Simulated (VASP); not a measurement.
## C: band structure with RPBE

C:

```
C
1.0
     2.12732   -1.22828    0.00000
     2.12732    1.22828    0.00000
    -1.37907    0.00000    3.50283
C
2
Direct
  0.16664 0.16664 0.99991
  0.83336 0.83336 0.00009
```

This is a stacking variant of graphite.

```yaml
Program: VASP 6.6.1
Task: band structure
Functional: RPBE
Potentials_or_basis: VASP PAW PBE potentials, release 64 (C)
Cutoff: 520 eV
k_mesh: 13 × 13 × 8
Occupations: fermi-dirac, width 0.05 eV
Spin: no spin polarisation
Further_INCAR_settings: ALGO = Normal; EDIFF = 1e-06; NBANDS = 11
```

* Band gap along the path: 0.35 eV, direct

Levels at the corners of the path, in eV from the valence-band top:
```csv
point,band 1,band 2,band 3,band 4,band 5,band 6,band 7,band 8
Γ,-19.62,-6.71,-2.84,-2.84,4.40,8.59,8.59,11.73
Y,-14.20,-13.14,-6.29,-2.46,1.62,7.49,13.38,14.89
Y,-14.20,-13.14,-6.29,-2.46,1.62,7.49,13.38,14.89
F,-15.63,-11.49,-6.10,-2.87,2.74,7.65,10.18,16.23
F,-15.63,-11.49,-6.10,-2.87,2.74,7.65,10.18,16.23
L,-14.26,-13.20,-6.25,-1.98,2.10,7.76,12.17,12.83
L,-14.26,-13.20,-6.25,-1.98,2.10,7.76,12.17,12.83
I,-13.23,-11.97,-10.20,-1.03,1.20,10.96,13.63,13.68
I1,-13.23,-11.97,-10.20,-1.03,1.20,10.96,13.63,13.68
Z,-19.42,-8.22,-2.85,-2.85,8.55,8.56,10.07,11.87
Z,-19.42,-8.22,-2.85,-2.85,8.55,8.56,10.07,11.87
F1,-15.63,-11.49,-6.10,-2.87,2.74,7.65,10.18,16.23
Y,-14.20,-13.14,-6.29,-2.46,1.62,7.49,13.38,14.89
X1,-13.45,-12.49,-9.15,-1.40,1.33,11.40,11.58,15.51
X,-13.45,-12.49,-9.15,-1.40,1.33,11.40,11.58,15.51
Γ,-19.62,-6.71,-2.84,-2.84,4.40,8.59,8.59,11.73
Γ,-19.62,-6.71,-2.84,-2.84,4.40,8.59,8.59,11.73
N,-14.19,-13.14,-6.29,-2.50,1.57,7.49,13.47,15.11
M,-14.27,-13.20,-6.25,-1.94,2.16,7.76,12.07,12.69
Γ,-19.62,-6.71,-2.84,-2.84,4.40,8.59,8.59,11.73
```

Wall time 28 s on 1 thread of Intel(R) Xeon(R) 6975P-C (Granite Rapids), with other jobs on the host, peak memory 0.16 GiB.

Caveat: the log is that of the step along the path at fixed density, whose energy, stress, charges and moments have no meaning.
